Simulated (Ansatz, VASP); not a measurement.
**One calculation of KF, two programs**

```
K F
1.0
     0.00000    2.53745    2.53745
     2.53745    0.00000    2.53745
     2.53745    2.53745    0.00000
K F
1 1
Direct
  0.00000 0.00000 0.00000
  0.50000 0.50000 0.50000
```

Change from the starting cell: hydrostatic strain -4.6%.

Alike in both runs: task single point; functional PBE; k mesh 8 × 8 × 8; occupations fermi-dirac, width 0.02 eV; no spin polarisation.

```csv
,VASP,Ansatz
version,VASP 6.6.1,Ansatz 0.2.0
potentials or method,"VASP PAW PBE potentials, release 64 (K_sv, F)","plane waves, PAW"
plane-wave cutoff (eV),520,420
valence electrons in the cell,16,16
```

```tsv
	VASP	Ansatz	Ansatz less VASP
gap on the k mesh at the Fermi level (eV)	7.06	7.08	+0.020
pressure (GPa)	9.5	9.3	-0.25
```

A k mesh can miss the band edges.
